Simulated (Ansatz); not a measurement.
A run of Ansatz 0.2.0 is set up as follows.

input.yaml

```yaml
crystal:
  lattice:
    - [0.0, 2.3712425216, 2.3712425216]
    - [2.3712425216, 0.0, 2.3712425216]
    - [2.3712425216, 2.3712425216, 0.0]
  atoms:
    - { symbol: Sb, position: [0.0, 0.0, 0.0] }
hamiltonian:
  xc: rpbe
  pseudopotentials: { kind: paw }
  dispersion: d3bj
kpoints:
  mp_grid: { grid: [10, 10, 10] }
scf:
  occupations: { method: fermi_dirac, width: 0.05 }
output:
  forces: true
  stress: true
  eigenvalues: true
relax:
  f_tol: 0.01
  max_steps: 40
  cell: { stress_tol: 0.05 }
```

Potentials or basis: Ansatz PAW.

Command:

```sh
$ ansatz run input.yaml --threads 2 --pin off --max-ram 5632MiB --backend cpu --events-out ev --progress --plain --runs-dir out
```

Problem. What does it give for the band gap on the k mesh?

Solution. None (metal or under the smearing width).

Problem. Estimate the relaxed volume.

Solution. 19.94 Å³/atom.

Problem. Estimate the space group after relaxing (to 0.05 Å).

Solution. Fm-3m (No. 225).

Problem. Estimate the relaxed cell.

Solution. a = 3.044 Å, b = 3.044 Å, c = 3.044 Å, α = 60.00°, β = 60.00°, γ = 60.00°.

Final structure:
```
Sb
1.0
     0.00000    2.15244    2.15244
     2.15244    0.00000    2.15244
     2.15244    2.15244    0.00000
Sb
1
Direct
  0.00000 0.00000 0.00000
```

Caveat: the volume moved by over 15 % at a fixed basis, so the end points are rough; pairwise dispersion overbinds metals, which lowers pressure and volume; the PAW data sets come from PBE, with cores solved anew for the run's functional, which leaves a small shift of forces and pressure. The run has no spin-orbit coupling, so splittings on Sb are missing.
